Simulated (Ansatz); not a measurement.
Ta:

```
Ta
1.0
    -1.65128    1.65128    1.65128
     1.65128   -1.65128    1.65128
     1.65128    1.65128   -1.65128
Ta
1
Direct
  0.00000 0.00000 0.00000
```

| Property | Result |
| --- | --- |
| Program | Ansatz 0.2.0 |
| Task | relaxation of cell and atoms |
| Functional | BLYP |
| Potentials or basis | all-electron LAPW, scalar-relativistic |
| Basis error allowed | 0.001 eV/atom |
| k mesh | 11 × 11 × 11 |
| Occupations | fermi-dirac, width 0.05 eV |
| Spin | no spin polarisation |

At the start: volume 18.01 Å³/atom.

Where does the relaxation end?

Over 4 steps the energy falls by 21.1 meV/atom and the volume is 18.82 Å³/atom (+4.5 %); space group Im-3m (No. 229, to 0.05 Å).

Step by step:
| step | energy change (eV) | largest force (eV/Å) | volume (Å³) |
| --- | --- | --- | --- |
| 1 | 0.0000 | 0.0000 | 18.01 |
| 2 | -0.0206 | 0.0000 | 18.95 |
| 3 | -0.0211 | 0.0000 | 18.82 |
| 4 | -0.0211 | 0.0000 | 18.82 |

Final structure:
```yaml
crystal:
  lattice:
    - [-1.67564, 1.67564, 1.67564]
    - [1.67564, -1.67564, 1.67564]
    - [1.67564, 1.67564, -1.67564]
  atoms:
    - { symbol: Ta, position: [0.00000, 0.00000, 0.00000] }
```
